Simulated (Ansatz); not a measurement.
## Zone-centre phonons of BN at 8 GPa: input and output

Method: DFT PBEsol, scalar-relativistic, plane waves, PAW in Ansatz.

Launched with:
```bash
ansatz run input.yaml --threads 1 --pin off --max-ram 3072MiB --backend cpu --events-out ev --progress --plain --runs-dir out
```

Input (bare energies are in eV):
```yaml
crystal:
  lattice:
    - [0.0, 1.7908633283, 1.7908633283]
    - [1.7908633283, 0.0, 1.7908633283]
    - [1.7908633283, 1.7908633283, 0.0]
  atoms:
    - { symbol: B, position: [0.0, 0.0, 0.0] }
    - { symbol: "N", position: [0.75, 0.75, 0.75] }
basis:
  ecutwfc: 420
kpoints:
  mp_grid: { grid: [12, 12, 12] }
hamiltonian:
  xc: pbesol
scf:
  occupations: { method: fixed }
output:
  eigenvalues: true
phonons:
  method: dfpt
  dielectric: true
  rigid_motions: translations
  eigenvectors: true
```

The end of the output:
```
--- Phonons (Γ-DFPT): 2 representative perturbations + reference, on 280 of 1728 k-points (Σ response iterations 6) ---
  k mesh reduced under 4 symmetry operations, with k and −k counted as one. Each operation leaves every solved perturbation unchanged. A smaller set is not considered because the run solves the response ...
  ASR residual: 2.074e-4 → 0.000e0 eV/Å²; symmetrization residual: 4.478e-7 eV/Å²
  ASR residual per site (eV/Å²): 6.31e-5 2.07e-4
  Γ frequencies (cm⁻¹): 0.00 0.00 0.00 1072.67 1072.67 1072.67
  ε∞ (high-frequency dielectric tensor):
        4.612275     0.000000     0.000000
       -0.000000     4.612275    -0.000000
        0.000000     0.000000     4.612275
  ε⁰ (static dielectric tensor: ions relaxed, cell fixed):
        6.797832     0.000000     0.000000
       -0.000000     6.797832     0.000000
        0.000000     0.000000     6.797832
  ε⁰ − ε∞ (ionic part):
        2.185557    -0.000000    -0.000000
       -0.000000     2.185557     0.000000
       -0.000000     0.000000     2.185557
  softest optical mode at Γ: 1072.67 cm⁻¹; the repairs (sum rule, projections) moved no ω² at Γ by more than (2.02 cm⁻¹)²
  Born effective charges Z* (e; rows j = field, columns β = displacement):
    site 0:
         1.89259   -0.00000    0.00000
         0.00000    1.89259    0.00000
        -0.00000   -0.00000    1.89259
    site 1:
        -1.89259    0.00000   -0.00000
        -0.00000   -1.89259   -0.00000
         0.00000    0.00000   -1.89259
  Z* charge neutrality: 3.776e-6 e pre-enforcement
  k-mesh period / interband length: 30.4 Å / 1.30 Å = 23.35 at k = (0.0000, -0.5000, -0.5000), direct gap 9.397 eV — 14 or more, which is no proof of convergence
  optical modes at Γ without the LO–TO term, one row a degenerate level:
      ω (cm⁻¹) modes IR ((D/Å)²/amu)
       1072.67      3            40.6326
  optical modes at Γ + LO–TO along q̂ = [1.0000, 0.0000, 0.0000]:
      ω (cm⁻¹) modes IR ((D/Å)²/amu)
       1072.67      2            27.0884
       1302.25      1            13.5442
  optical modes at Γ + LO–TO along q̂ = [0.0000, 1.0000, 0.0000]:
      ω (cm⁻¹) modes IR ((D/Å)²/amu)
       1072.67      2            27.0884
       1302.25      1            13.5442
  optical modes at Γ + LO–TO along q̂ = [0.0000, 0.0000, 1.0000]:
      ω (cm⁻¹) modes IR ((D/Å)²/amu)
       1072.67      2            27.0884
       1302.25      1            13.5442
```

The run took 7 s on 1 thread of Intel(R) Xeon(R) 6975P-C (Granite Rapids), on a shared host, peak memory 0.4 GiB.